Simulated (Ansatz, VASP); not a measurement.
**Two plane-wave programs on Ta**

```xyz
1
Lattice="0.0000 2.0697 2.0697 2.0697 0.0000 2.0697 2.0697 2.0697 0.0000" Properties=species:S:1:pos:R:3 pbc="T T T"
Ta    0.0000    0.0000    0.0000
```

Alike in both runs: functional LDA; k mesh 17 × 17 × 17; occupations fermi-dirac, width 0.05 eV; non-collinear spin, spin-orbit coupling.

Ansatz relaxed the structure, and its values are those at the end. VASP's run is a single point on that final structure, the one shown.

|  | VASP | Ansatz |
| --- | --- | --- |
| version | VASP 6.6.1 | Ansatz 0.2.0 |
| potentials or method | VASP PAW LDA potentials, release 64 (Ta_pv) | PAW with Ansatz's default frozen-core files, fully relativistic files with spin-orbit coupling |
| plane-wave cutoff (eV) | 520 | 420 |
| valence electrons in the cell | 11 | 13 |

```csv
,VASP,Ansatz,Ansatz less VASP
pressure (GPa),0.6,0.0,-0.59
net moment per atom (μB),0.00,0.00,0.000
```

The two sets of potentials don't hold the same shells in valence.
